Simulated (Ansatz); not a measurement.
Runs of Ansatz 0.2.0 on Al. Symmetry: Fm-3m, No. 225, cubic system. Conventional cell: a = 4.050 Å, b = 4.050 Å, c = 4.050 Å, α = 90.00°, β = 90.00°, γ = 90.00°. Around Al (site symmetry m-3m) lie 12 Al at 2.86 Å. 

```tsv
task	level	cell	k mesh	cutoff (eV)	smearing	basis error allowed	mesh quality	gap on the mesh (eV)	pressure (GPa)
single point	PBE	as given	11 × 11 × 11	130	gaussian 0.023 eV	0.001 eV/atom	not flagged	none	-0.5
single point	PBE	as given	4 × 4 × 4	107	fermi-dirac 0.03 eV	0.003 eV/atom	coarse	none	(a)
single point	PBE	as given	11 × 11 × 11	130	gaussian 0.02 eV	0.001 eV/atom	not flagged	none	-0.5
elastic constants	LDA	as given	8 × 8 × 8	144	fermi-dirac 0.05 eV	0.001 eV/atom	coarse	none	-3.7
single point	PBE	as given	11 × 11 × 11	130	gaussian 0.011 eV	0.001 eV/atom	not flagged	none	-0.5
single point	PBE	as given	11 × 11 × 11	130	gaussian 0.018 eV	0.001 eV/atom	not flagged	none	-0.5
band structure	BLYP	as given	11 × 11 × 11	131	fermi-dirac 0.05 eV	0.001 eV/atom	not flagged	-	3.0
relaxation of cell and atoms	PBE	relaxed	11 × 11 × 11	-	fermi-dirac 0.05 eV	0.001 eV/atom	not flagged	-	0.0
```

Alike in all rows: potentials or basis all-electron LAPW, scalar-relativistic; no spin polarisation.

Fill in the values left out.

(a) 0.3.

Caveats: some runs use coarse meshes; the k mesh is thin for a metal, which can move the energy by tens of meV per atom (some runs); a metal's response needs a denser mesh (some runs); the cell is more than 3 GPa from zero pressure, which shifts response properties (some runs); the elastic tensor has a negative eigenvalue, so either the cell is unstable as it stands or the mesh is too thin (some runs).

A gap of «none» marks a metal or a gap under the smearing width.
